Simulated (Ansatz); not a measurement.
Input, command and steps of an Ansatz relaxation.

```yaml
crystal:
  lattice:
    - [0.0, 3.039, 3.039]
    - [3.039, 0.0, 3.039]
    - [3.039, 3.039, 0.0]
  atoms:
    - { symbol: Hg, position: [0.0, 0.0, 0.0] }
    - { symbol: Se, position: [0.25, 0.25, 0.25] }
basis:
  ecutwfc: 420
kpoints:
  mp_grid: { grid: [12, 12, 12] }
hamiltonian:
  xc: pbe
scf:
  occupations: { method: gaussian, width: 0.1 }
output:
  forces: true
  stress: true
  eigenvalues: true
relax:
  adjacent_minimum: "off"
  f_tol: 0.005
  max_steps: 80
  cell: { stress_tol: 0.05 }
```

```bash
ansatz run input.yaml --threads 1 --pin off --max-ram 2560MiB --backend cpu --events-out ev --progress --plain --runs-dir out
```

Computed with Ansatz, DFT PBE, scalar-relativistic, plane waves, PAW.

Of 5 frames 5 are shown, positions in Å and forces in eV/Å; the SCF threshold varies from step to step. Steps run on the plane waves of an earlier cell, with a Pulay correction in the pressure. The basis is chosen afresh for the last frame, the zero of the energies, and at times for earlier ones too; energy and pressure step there, also at an unchanged geometry.

```xyz
2
Lattice="0.0000 3.0390 3.0390 3.0390 0.0000 3.0390 3.0390 3.0390 0.0000" Properties=species:S:1:pos:R:3:forces:R:3 pbc="T T T" step=1 free_energy_over_end_meV_per_atom=34.91 pressure_GPa=4.71
Hg    0.0000    0.0000    0.0000    0.0000    0.0000    0.0000
Se    1.5195    1.5195    1.5195    0.0000    0.0000    0.0000
2
Lattice="0.0000 3.1543 3.1543 3.1543 0.0000 3.1543 3.1543 3.1543 0.0000" Properties=species:S:1:pos:R:3:forces:R:3 pbc="T T T" step=2 free_energy_over_end_meV_per_atom=2.60 pressure_GPa=-0.92
Hg    0.0000    0.0000    0.0000    0.0000    0.0000    0.0000
Se    1.5772    1.5772    1.5772    0.0000    0.0000    0.0000
2
Lattice="0.0000 3.1343 3.1343 3.1343 0.0000 3.1343 3.1343 3.1343 0.0000" Properties=species:S:1:pos:R:3:forces:R:3 pbc="T T T" step=3 free_energy_over_end_meV_per_atom=0.47 pressure_GPa=-0.16
Hg    0.0000    0.0000    0.0000    0.0000    0.0000    0.0000
Se    1.5672    1.5672    1.5672    0.0000    0.0000    0.0000
2
Lattice="0.0000 3.1301 3.1301 3.1301 0.0000 3.1301 3.1301 3.1301 0.0000" Properties=species:S:1:pos:R:3:forces:R:3 pbc="T T T" step=4 free_energy_over_end_meV_per_atom=0.39 pressure_GPa=0.01
Hg    0.0000    0.0000    0.0000    0.0000    0.0000    0.0000
Se    1.5651    1.5651    1.5651    0.0000    0.0000    0.0000
2
Lattice="0.0000 3.1301 3.1301 3.1301 0.0000 3.1301 3.1301 3.1301 0.0000" Properties=species:S:1:pos:R:3:forces:R:3 pbc="T T T" step=5 free_energy_over_end_meV_per_atom=0.00 pressure_GPa=-0.01
Hg    0.0000    0.0000    0.0000    0.0000    0.0000    0.0000
Se    1.5651    1.5651    1.5651    0.0000    0.0000    0.0000
```

It took 44 s on 1 thread of Arm Neoverse V1, on a shared host, peak memory 0.4 GiB.

Spin–orbit coupling is left out, which can shift energies with elements as heavy as these.